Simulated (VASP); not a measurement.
CaB6: band structure with PBE

**Measured values to compare with.**

“Bulk Band Gaps in Divalent Hexaborides”, 2001, arxiv:cond-mat/0107429 reports, for a bulk crystal of CaB6: band gap 1.15 eV.

The system is CaB6.

```xyz
7
Lattice="4.1300 0.0000 0.0000 0.0000 4.1300 0.0000 0.0000 0.0000 4.1300" Properties=species:S:1:pos:R:3 pbc="T T T"
Ca    2.0650    2.0650    2.0650
B     0.0000    0.0000    1.2327
B     0.0000    0.0000    2.8974
B     1.2327    0.0000    0.0000
B     2.8974    0.0000    0.0000
B     0.0000    1.2327    0.0000
B     0.0000    2.8974    0.0000
```

| Property | Result |
| --- | --- |
| Program | VASP 6.6.1 |
| Task | band structure |
| Functional | PBE |
| Potentials or basis | VASP PAW PBE potentials, release 64 (Ca_sv, B) |
| Cutoff | 520 eV |
| k mesh | 10 × 10 × 10 |
| Occupations | methfessel-paxton, width 0.1 eV |
| Spin | no spin polarisation |
| Further INCAR settings | ALGO = Normal; EDIFF = 1e-07 |

```json
{
  "Pressure": "2.1 GPa",
  "Largest force": "0.005 eV/Å",
  "Band gap along the path": "none (metal or under the smearing width)"
}
```

Forces on the atoms (eV/Å):
```
Ca   0.000  0.000  0.000
B    0.000  0.000  0.005
B    0.000  0.000 -0.005
B    0.005  0.000  0.000
B   -0.005  0.000  0.000
B    0.000  0.005  0.000
B    0.000 -0.005  0.000
```

Levels at the corners of the path, in eV from the Fermi level:
```tsv
point	band 10	band 11	band 12	band 13	band 14	band 15	band 16	band 17	band 18
Γ	-5.36	-5.36	-0.36	-0.36	-0.36	2.80	2.80	2.80	3.35
X	-4.96	-2.43	-2.43	-1.83	-0.14	0.04	3.18	3.18	3.79
X	-4.96	-2.43	-2.43	-1.83	-0.14	0.04	3.18	3.18	3.79
M	-5.03	-2.76	-2.76	-1.52	-1.52	3.06	3.06	4.05	4.36
M	-5.03	-2.76	-2.76	-1.52	-1.52	3.06	3.06	4.05	4.36
Γ	-5.36	-5.36	-0.36	-0.36	-0.36	2.80	2.80	2.80	3.35
Γ	-5.36	-5.36	-0.36	-0.36	-0.36	2.80	2.80	2.80	3.35
R	-4.43	-4.43	-1.12	-1.12	-1.12	4.27	4.74	4.75	4.84
R	-4.43	-4.43	-1.12	-1.12	-1.12	4.32	4.74	4.80	4.84
X	-4.96	-2.43	-2.43	-1.83	-0.14	0.04	3.18	3.18	3.79
M	-5.03	-2.76	-2.76	-1.52	-1.52	3.06	3.06	4.05	4.36
R	-4.43	-4.43	-1.12	-1.12	-1.12	4.27	4.74	4.78	4.84
```

It took 63 s on 2 MPI ranks on Intel(R) Xeon(R) Platinum 8375C CPU @ 2.90GHz (Ice Lake), with other jobs on the host, peak memory 0.23 GiB a rank.

Measured gap of CaB6: 1.15 eV (“Bulk Band Gaps in Divalent Hexaborides”, 2001, arxiv:cond-mat/0107429). This calculation gives 0.00 eV (-1.15 eV). So large a miss can be the level of theory's own, or it may mean another phase, state or a wrong row. The value is that of PBE, without temperature or zero-point motion. Semilocal functionals fall short of measured gaps as a rule.
